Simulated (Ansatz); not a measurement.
## GaAs under changes of volume

One of the cells (22.590 Å³/atom); the others are scaled copies at fixed shape and fractional positions:

```
CELL_PARAMETERS angstrom
0.00000 2.82685 2.82685
2.82685 0.00000 2.82685
2.82685 2.82685 0.00000
ATOMIC_POSITIONS crystal
As 0.75000 0.75000 0.75000
Ga 0.00000 0.00000 0.00000
```

| Property | Result |
| --- | --- |
| Program | Ansatz 0.2.0 |
| Functional | PBE |
| Potentials or basis | Ansatz PAW |
| Cutoff | 420 eV (not typed: the program's choice for these potentials) |
| k mesh | 8 × 8 × 8 |
| Occupations | fermi-dirac, width 0.05 eV |
| Spin | no spin polarisation |

```csv
volume (Å³/atom),energy over the lowest point (meV/atom),pressure (GPa),gap on the mesh (eV)
21.234,59.66,8.7,0.99
21.686,38.09,6.7,0.83
22.138,21.87,4.9,0.67
22.590,?,?,?
23.041,3.28,1.8,0.37
23.493,0.00,0.6,0.23
23.945,0.12,-0.6,0.09
```

**Question.** What does the run at 22.590 Å³/atom give?

**Answer.** Energy over the lowest point 10.42 meV/atom; pressure 3.3 GPa; gap on the mesh 0.52 eV.

Worked out: A Birch-Murnaghan fit of order 3 (a polynomial in V^(-2/3)) to the other rows has its minimum at 23.70 Å³/atom with B0 = V·E''(V) = 61 GPa and B' = 4.7. It gives 10.43 meV/atom at 22.590 Å³/atom, against the run's 10.42, and -dE/dV = 3.3 GPa, against 3.3.

Energies are extrapolated to zero smearing.

A mesh can miss the band edges. Spin-orbit coupling on As, Ga is left out.
